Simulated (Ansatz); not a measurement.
Ga, DFT, PBE, all-electron PAW with datasets made for the crystal, scalar-relativistic (Ansatz 0.2.0), run on 1 thread of Intel(R) Xeon(R) Platinum 8488C (Sapphire Rapids) on a shared host.

The cell is COD entry 9012723, as deposited and not checked against the literature; nothing was relaxed. The listed cell was then made from it by scaling, straining or moving an atom.

Command: `ansatz run input.yaml --threads 1 --pin off --max-ram 3072MiB --backend cpu --events-out ev --progress --plain --runs-dir out`

```yaml
crystal:
  lattice:
    - [-1.44612, 1.44612, 2.229]
    - [1.44612, -1.44612, 2.229]
    - [1.44612, 1.44612, -2.229]
  atoms:
    - { symbol: Ga, position: [0.0, 0.0, 0.0] }
kpoints:
  mp_grid: { grid: [14, 14, 16] }
scf:
  occupations: { method: fermi_dirac, width: 0.05 }
hamiltonian:
  xc: pbe
  pseudopotentials: { kind: all_electron, datasets: crystal }
output:
  forces: true
  stress: true
  eigenvalues: true
  efg: { contact_densities: true }
```

Task: How large is the problem that the program sets up?

Result: 849 irreducible k-points, 153 plane waves at Γ, 11 bands.

Task: About how long does it take, and how much memory does it use?

Result: 36 s of wall time for 9 SCF iterations, with a peak of 0.68 GiB. Times on shared machines scatter by tens of per cent.

Task: And the same cell and mesh by PAW with the default files, asked for forces, stress, eigenvalues, efg, on the same hardware?

Result: 8.2 s, peak memory 0.53 GiB.
